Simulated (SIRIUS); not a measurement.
# HfC (Fm-3m) in SIRIUS: equation of state

How stiff is HfC in PBEsol, and what volume does it want? The cell is scaled to several volumes.

Program: SIRIUS 7.10.0. These are calculated values, not measurements. Logs are shortened: lines on timing, memory, paths and dates and some standing lists are left out, and cuts for length are marked. The log counts tension as positive stress, the text compression.

**1. Starting point**

The structure is cubic, space group Fm-3m (No. 225). Conventional cell: a = 4.650 Å, b = 4.650 Å, c = 4.650 Å, α = 90.00°, β = 90.00°, γ = 90.00°. Around Hf (site symmetry m-3m) lie 6 C at 2.33 Å. Around C (site symmetry m-3m) lie 6 Hf at 2.33 Å.

**2. Single point, PBEsol, 11.81 Å³/atom (volume scaled by 0.94)**

sirius.json

```json
{
  "control": {
    "processing_unit": "cpu",
    "verbosity": 2,
    "num_bands_to_print": 15,
    "print_forces": true,
    "print_stress": true
  },
  "parameters": {
    "electronic_structure_method": "pseudopotential",
    "xc_functionals": ["XC_GGA_X_PBE_SOL", "XC_GGA_C_PBE_SOL"],
    "gk_cutoff": 9.1,
    "pw_cutoff": 18.2,
    "ngridk": [10, 10, 10],
    "shiftk": [0, 0, 0],
    "smearing": "fermi_dirac",
    "smearing_width": 0.0018374661,
    "num_bands": 15,
    "num_mag_dims": 0,
    "num_dft_iter": 100,
    "energy_tol": 1e-08,
    "density_tol": 1e-06
  },
  "iterative_solver": {
    "type": "davidson",
    "min_tolerance": 1e-09,
    "tolerance_scale": [0.1, 0.25]
  },
  "mixer": {
    "type": "anderson",
    "beta": 0.7,
    "max_history": 8
  },
  "settings": {
    "tol_ne": 1e-10,
    "pseudo_grid_cutoff": 6.5
  },
  "unit_cell": {
    "lattice_vectors": [
      [0.0, 0.707106781187, 0.707106781187],
      [0.707106781187, 0.0, 0.707106781187],
      [0.707106781187, 0.707106781187, 0.0]
    ],
    "lattice_vectors_scale": 6.0866655664,
    "atom_coordinate_units": "lattice",
    "atom_types": ["Hf", "C"],
    "atom_files": {
      "Hf": "Hf.json",
      "C": "C.json"
    },
    "atoms": {
      "Hf": [
        [0.5, 0.5, 0.5]
      ],
      "C": [
        [0.0, 0.0, 0.0]
      ]
    }
  }
}
```

Potentials or basis: PseudoDojo 0.4.1 PBEsol standard (scalar relativistic).

The run is started by

```sh
upf_to_json Hf.upf
upf_to_json C.upf
OMP_NUM_THREADS=1 sirius.scf --input=sirius.json --output=out.json --task=0
```

What it wrote:

```text
[info] SIRIUS version : 7.10.0
[info] number of MPI ranks           : 1
[info] MPI grid                      : 1 1
[info] maximum number of OMP threads : 1
[fft] FFT context for density and potential
[fft] =====================================
[fft]   comm size                             : 1
[fft]   plane wave cutoff                     : 18.2
[fft]   grid size                             : 40 40 40   total : 64000
[fft]   grid limits                           : -19 20   -19 20   -19 20
[fft]   number of G-vectors within the cutoff : 8181
[fft]   local number of G-vectors             : 8181
[fft]   number of G-shells                    : 470
[fft] FFT context for coarse grid
[fft] =====================================
[fft]   comm size                             : 1
[fft]   plane wave cutoff                     : 18.2
[fft]   grid size                             : 40 40 40   total : 64000
[fft]   grid limits                           : -19 20   -19 20   -19 20
[fft]   number of G-vectors within the cutoff : 8181
[fft]   local number of G-vectors             : 8181
[fft]   number of G-shells                    : 470
[unit cell] lattice vectors
[unit cell]   a1 :       0.0000000000      4.3039224968      4.3039224968
[unit cell]   a2 :       4.3039224968      0.0000000000      4.3039224968
[unit cell]   a3 :       4.3039224968      4.3039224968      0.0000000000
[unit cell] reciprocal lattice vectors
[unit cell]   b1 :      -0.7299370878      0.7299370878      0.7299370878
[unit cell]   b2 :       0.7299370878     -0.7299370878      0.7299370878
[unit cell]   b3 :       0.7299370878      0.7299370878     -0.7299370878
[unit cell] unit cell volume :       159.44955888 [a.u.^3]
[unit cell] 1/sqrt(omega)    :         0.07919328
[unit cell] MT volume        :         0.00000000 ( 0.00%)
[unit cell] IT volume        :       159.44955888 (100.00%)
[unit cell] number of atom types : 2
[unit cell] type id : 0 symbol : Hf mt_radius :  16.550000 num_atoms : 1
[unit cell] type id : 1 symbol :  C mt_radius :  12.470000 num_atoms : 1
[unit cell] total number of atoms : 2
[unit cell] number of symmetry classes : 2
[unit cell] number of PAW atoms : 0
[... 318 lines left out ...]
[diagonalize] ik:   44   -1.628605   -0.494454   -0.487056   -0.480232    0.243106    0.454685    0.502220    0.513812    0.703963    0.786343    0.857729    0.879240    0.972282    1.069878    1.112520
[diagonalize] ik:   45   -1.628500   -0.492979   -0.489412   -0.481257    0.244883    0.460554    0.499169    0.510532    0.741042    0.742584    0.861436    0.903522    0.938793    1.115429    1.120289
[diagonalize] ik:   46   -1.628435   -0.493523   -0.488276   -0.482878    0.237094    0.494220    0.500202    0.501047    0.703028    0.781480    0.867629    0.876733    0.936089    1.092573    1.123579
[find] Charges and magnetic moments
[find] --------------------------------------------------------------------------------
[find] total charge          : 16.000000
[find] Energy
[find] --------------------------------------------------------------------------------
[find] valence_eval_sum               :      -2.72038122
[find] <rho|V^{XC}>                   :     -11.57423370
[find] <rho|E^{XC}>                   :     -16.36694379
[find] <mag|B^{XC}>                   :       0.00000000
[find] <rho|V^{H}>                    :      12.51816535
[find] one-electron contribution      :      -3.66431287 (Ha),      -7.32862574 (Ry)
[find] hartree contribution           :       6.25908268
[find] xc contribution                :     -16.36694379
[find] ewald contribution             :     -48.68769648
[find] PAW contribution               :       0.00000000
[find] smearing (-TS)                 :      -0.00009514
[find] SCF correction                 :      -0.00000788
[find] Total energy                   :     -62.45987834 (Ha),    -124.91975668 (Ry)
[find] Free energy (E-TS)             :     -62.45997348 (Ha),    -124.91994697 (Ry)
[find] band gap (eV)                  :       0.00000000
[find] Efermi                         :       0.60199575
[find] iteration : 11, RMS : 1.742696554127e-07, energy difference : -2.558131484420e-09
[find] Hartree energy of density residual : 1.252296128900e-12
[find] bands are converged : true
[find] iterative solver converged : true
[find] converged after 12 SCF iterations!
[find] Charges and magnetic moments
[find] --------------------------------------------------------------------------------
[find] total charge          : 16.000000
[find] Energy
[find] --------------------------------------------------------------------------------
[find] valence_eval_sum               :      -2.72038122
[find] <rho|V^{XC}>                   :     -11.57423370
[find] <rho|E^{XC}>                   :     -16.36694379
[find] <mag|B^{XC}>                   :       0.00000000
[find] <rho|V^{H}>                    :      12.51816535
[find] one-electron contribution      :      -3.66431287 (Ha),      -7.32862574 (Ry)
[find] hartree contribution           :       6.25908268
[find] xc contribution                :     -16.36694379
[find] ewald contribution             :     -48.68769648
[find] PAW contribution               :       0.00000000
[find] smearing (-TS)                 :      -0.00009514
[find] SCF correction                 :      -0.00000788
[find] Total energy                   :     -62.45987834 (Ha),    -124.91975668 (Ry)
[find] Free energy (E-TS)             :     -62.45997348 (Ha),    -124.91994697 (Ry)
[find] band gap (eV)                  :       0.00000000
[find] Efermi                         :       0.60199575
[ground_state] === stress tensor components [kbar] ===
[ground_state] === stress_kin ===
[ground_state] -22972.598183   -0.000000    0.000000
[ground_state]    -0.000000-22972.598183    0.000000
[ground_state]     0.000000    0.000000-22972.598183
[ground_state] === stress_har ===
[ground_state] -3849.671901   -0.000000    0.000000
[ground_state]    -0.000000-3849.671901    0.000000
[ground_state]     0.000000    0.000000-3849.671901
[ground_state] === stress_ewald ===
[ground_state] 29945.547412    0.000000   -0.000000
[ground_state]     0.00000029945.547412   -0.000000
[ground_state]    -0.000000   -0.00000029945.547412
[ground_state] === stress_vloc ===
[ground_state] -1574.863973   -0.000000    0.000000
[ground_state]    -0.000000-1574.863973    0.000000
[ground_state]     0.000000    0.000000-1574.863973
[ground_state] === stress_xc ===
[ground_state] -8733.532216   -0.000000    0.000000
[ground_state]    -0.000000-8733.532216    0.000000
[ground_state]     0.000000    0.000000-8733.532216
[ground_state] === stress_core ===
[ground_state] 15459.108154    0.000000   -0.000000
[ground_state]     0.00000015459.108154   -0.000000
[ground_state]    -0.000000   -0.00000015459.108154
[ground_state] === stress_nonloc ===
[ground_state] -8370.613973   -0.000000   -0.000000
[ground_state]    -0.000000-8370.613973    0.000000
[ground_state]    -0.000000    0.000000-8370.613973
[ground_state] === stress_us_nl ===
[ground_state] -8370.613973   -0.000000   -0.000000
[ground_state]    -0.000000-8370.613973    0.000000
[ground_state]    -0.000000    0.000000-8370.613973
[ground_state] === stress_total ===
[ground_state]   -96.624680   -0.000000   -0.000000
[ground_state]    -0.000000  -96.624680   -0.000000
[ground_state]    -0.000000   -0.000000  -96.624680
[ground_state] ==== total Forces in Ha/bohr =====
[ground_state] atom:    0, force:       0.0000000      0.0000000      0.0000000
[... 14 lines left out ...]
[ground_state] atom:    0, force:       0.0000000      0.0000000      0.0000000
[ground_state] atom:    1, force:       0.0000000      0.0000000      0.0000000
[~DFT_ground_state] local op. applied: 19847
[~DFT_ground_state] evp. work count: 5388.97
[~DFT_ground_state] number of iterative solver steps: 1534
```

Run time: 32 s. Hardware: 1 thread of Arm Neoverse V2, shared host; peak memory 0.37 GiB.

Results:

```yaml
Free_energy: -1699.6225 eV
Pressure: 9.7 GPa
Band_gap_on_the_k_mesh: none (metal or under the smearing width)
```

**3. Single point, PBEsol, 12.07 Å³/atom (volume scaled by 0.96)**

sirius.json, as its differences from that of step 2:

```diff
@@ -43,3 +43,3 @@
     ],
-    "lattice_vectors_scale": 6.0866655664,
+    "lattice_vectors_scale": 6.1295308205,
     "atom_coordinate_units": "lattice",
```

Potentials or basis: PseudoDojo 0.4.1 PBEsol standard (scalar relativistic).

The run is started by

```sh
upf_to_json Hf.upf
upf_to_json C.upf
OMP_NUM_THREADS=1 sirius.scf --input=sirius.json --output=out.json --task=0
```

Run time: 32 s. Hardware: 1 thread of Arm Neoverse V2, shared host; peak memory 0.37 GiB.

Results (log left out):

| Property | Result |
| --- | --- |
| Free energy | -1699.6436 eV |
| Pressure | 3.8 GPa |
| Band gap on the k mesh | none (metal or under the smearing width) |

**4. Single point, PBEsol, 12.32 Å³/atom (volume scaled by 0.98)**

sirius.json, as its differences from that of step 3:

```diff
@@ -43,3 +43,3 @@
     ],
-    "lattice_vectors_scale": 6.1295308205,
+    "lattice_vectors_scale": 6.1718047828,
     "atom_coordinate_units": "lattice",
```

The run is started by

```sh
upf_to_json Hf.upf
upf_to_json C.upf
OMP_NUM_THREADS=1 sirius.scf --input=sirius.json --output=out.json --task=0
```

Wall time 33 s (1 thread of Arm Neoverse V2, shared host); peak memory 0.39 GiB.

The run converged. Its results:

| Quantity | Value |
| --- | --- |
| Free energy | -1699.6473 eV |
| Pressure | -1.5 GPa |
| Band gap on the k mesh | none (metal or under the smearing width) |

**5. Single point, PBEsol, 12.82 Å³/atom (volume scaled by 1.02)**

sirius.json, as its differences from that of step 4:

```diff
@@ -43,3 +43,3 @@
     ],
-    "lattice_vectors_scale": 6.1718047828,
+    "lattice_vectors_scale": 6.2546576865,
     "atom_coordinate_units": "lattice",
```

The run is started by

```sh
upf_to_json Hf.upf
upf_to_json C.upf
OMP_NUM_THREADS=1 sirius.scf --input=sirius.json --output=out.json --task=0
```

Run time: 34 s. Hardware: 1 thread of Arm Neoverse V2, shared host; peak memory 0.38 GiB.

It converged, with:

```
Free energy            : -1699.6091 eV
Pressure               : -10.5 GPa
Band gap on the k mesh : none (metal or under the smearing width)
```

**6. Single point, PBEsol, 13.07 Å³/atom (volume scaled by 1.04)**

sirius.json, as its differences from that of step 5:

```diff
@@ -43,3 +43,3 @@
     ],
-    "lattice_vectors_scale": 6.2546576865,
+    "lattice_vectors_scale": 6.295273485,
     "atom_coordinate_units": "lattice",
```

Potentials or basis: PseudoDojo 0.4.1 PBEsol standard (scalar relativistic).

The run is started by

```sh
upf_to_json Hf.upf
upf_to_json C.upf
OMP_NUM_THREADS=1 sirius.scf --input=sirius.json --output=out.json --task=0
```

It took 34 s on 1 thread of Arm Neoverse V2, shared host; peak memory 0.4 GiB.

Results (log left out):

```
Free energy            : -1699.5700 eV
Pressure               : -14.4 GPa
Band gap on the k mesh : none (metal or under the smearing width)
```

**7. Single point, PBEsol, 13.32 Å³/atom (volume scaled by 1.06)**

sirius.json, as its differences from that of step 6:

```diff
@@ -43,3 +43,3 @@
     ],
-    "lattice_vectors_scale": 6.295273485,
+    "lattice_vectors_scale": 6.3353718493,
     "atom_coordinate_units": "lattice",
```

The run is started by

```sh
upf_to_json Hf.upf
upf_to_json C.upf
OMP_NUM_THREADS=1 sirius.scf --input=sirius.json --output=out.json --task=0
```

Run time: 35 s. Hardware: 1 thread of Arm Neoverse V2, shared host; peak memory 0.39 GiB.

It converged, with:

- Free energy: -1699.5194 eV
- Pressure: -17.9 GPa
- Band gap on the k mesh: none (metal or under the smearing width)

**8. Equation of state, PBEsol**

Potentials or basis: PseudoDojo 0.4.1 PBEsol standard (scalar relativistic).

This step only gathers the single runs of the series.

Results:

```yaml
Equilibrium_volume: 12.25 Å³/atom
Bulk_modulus: 251 GPa
Pressure_derivative_of_the_bulk_modulus: 4.0
```

Energy against volume, from the lowest point:
```csv
volume (Å³/atom),energy (meV/atom)
11.814,12.44
12.065,1.86
12.317,0.00
12.568,6.01
12.819,19.13
13.071,38.65
13.322,63.96
```
